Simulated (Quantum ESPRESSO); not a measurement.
Runs of Quantum ESPRESSO 7.5 on BN. It takes space group F-43m (No. 216, cubic). The conventional cell has a = 3.626 Å, b = 3.626 Å, c = 3.626 Å, α = 90.00°, β = 90.00°, γ = 90.00°. N (site symmetry -43m) is surrounded by 4 B at 1.57 Å. B (site symmetry -43m) has 4 N at 1.57 Å as nearest neighbours. The cell is a database's computed one.

```tsv
level	k mesh	SCF threshold	form of the LDA correlation	symmetry	gap on the mesh (eV)	pressure (GPa)
RPBE	13 × 13 × 13	4e-10 Ry	-	-	4.70	-0.1
LDA	13 × 13 × 13	4e-10 Ry	PZ81	-	4.30	-4.4
TPSS	10 × 10 × 10	1e-08 Ry	-	off	4.58	-0.9
revTPSS	10 × 10 × 10	1e-08 Ry	-	off	4.44	-2.0
AM05	13 × 13 × 13	4e-10 Ry	-	-	(a)	-4.4
PBEsol	13 × 13 × 13	4e-10 Ry	-	-	4.37	-4.4
rev-vdW-DF2	13 × 13 × 13	4e-10 Ry	-	-	4.64	-2.9
SCAN	10 × 10 × 10	1e-08 Ry	-	off	(b)	-6.2
PBE	13 × 13 × 13	4e-10 Ry	-	-	4.60	-1.5
r2SCAN	10 × 10 × 10	1e-08 Ry	-	off	4.97	-5.5
```

Alike in all rows: task band structure; potentials or basis SG15 PBE 1.2; no spin polarisation; cell as given; cutoff (eV) 1197; smearing fermi-dirac 0.05 eV.

Question: Fill in the values left out.

Answer: (a) 4.35; (b) 4.93.

Caveats: the potentials were made for another functional, which shifts forces and pressure (some runs).

A k mesh can miss the band edges.
